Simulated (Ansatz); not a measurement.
Crystal: CuAu.

```
Au Cu
1.0
     1.44306    0.83315    4.25617
    -1.44306    0.83315    4.25617
     0.00000   -1.66630    4.25617
Au Cu
1 1
Cartesian
  0.0000 0.0000 0.0000
  0.0000 0.0000 6.3843
```

The cell comes from a database or a generator and needn't be the stable form of this composition.

Program: Ansatz 0.2.0. Alike in all runs: potentials or basis Ansatz PAW; no spin polarisation; cell as given; smearing fermi-dirac 0.05 eV.

Q: Order these runs on this cell by their pressure, lowest first.
A. level PBEsol; k mesh 11 × 11 × 11; cutoff (eV) 420; points for each segment of the path 14; mesh quality not flagged
B. level LDA; k mesh 6 × 6 × 6; cutoff (eV) 420; mesh quality coarse
C. level r2SCAN; k mesh 6 × 6 × 6; cutoff (eV) 500; mesh quality coarse

A: B (-12.4 GPa), A (-8.1 GPa), C (-4.4 GPa).

Caveats: some runs use coarse meshes; the PAW data sets come from PBE, with cores solved anew for the run's functional, which leaves a small shift of forces and pressure; the density of states is complete only up to the lowest level of the last band computed (some runs).

Not every run made on this cell is shown here.
